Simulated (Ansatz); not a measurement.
Here is an Ansatz 0.2.0 calculation.

Contents of input.yaml:

```yaml
crystal:
  lattice:
    - [1.604761016, 0.9265092046, 3.4939788749]
    - [-1.604761016, 0.9265092046, 3.4939788749]
    - [0.0, -1.8530184092, 3.4939788749]
  atoms:
    - { symbol: Mg, position: [0.0, 0.0, 0.0] }
    - { symbol: O, position: [0.571214, 0.571214, 0.571214] }
    - { symbol: O, position: [0.428786, 0.428786, 0.428786] }
hamiltonian:
  xc: r2scan
  pseudopotentials: { kind: paw }
kpoints:
  mp_grid: { grid: [10, 10, 10] }
  band_path:
    path:
      - [[0.0, 0.0, 0.0], [0.5, 0.0, 0.0], [0.5, 0.2135445148, -0.2135445148]]
      - [[0.7864554852, 0.5, 0.2135445148], [0.5, 0.5, 0.5], [0.0, 0.0, 0.0], [0.3567722574, 0.0, -0.3567722574]]
      - [[0.6432277426, 0.3567722574, 0.0], [0.5, 0.5, 0.0], [0.6432277426, 0.6432277426, 0.2135445148], [0.5, 0.5, 0.5]]
      - [[0.5, 0.0, 0.0], [0.7864554852, 0.3567722574, 0.3567722574]]
    npoints: 14
scf:
  occupations: { method: fermi_dirac, width: 0.05 }
  n_extra_bands: 7
output:
  forces: true
  stress: true
  eigenvalues: true
  fatbands: false
```

Potentials or basis: Ansatz PAW.

Command:

```bash
$ ansatz run input.yaml --threads 2 --pin off --max-ram 5632MiB --backend cpu --events-out ev --progress --plain --runs-dir out
```

Q: What does it give for the pressure?

A: -5.4 GPa.

Q: Estimate the largest force.

A: 0.216 eV/Å.

Q: Predict the band gap along the path.

A: 2.95 eV, direct.

Forces on the atoms (eV/Å):
```
Mg   0.000  0.000  0.000
O    0.000  0.000 -0.216
O    0.000  0.000  0.216
```

Caveat: the PAW data sets come from PBE, with cores solved anew for the run's functional, which leaves a small shift of forces and pressure. r2SCAN opens gaps a little over a GGA but as a rule still falls short of measured ones.
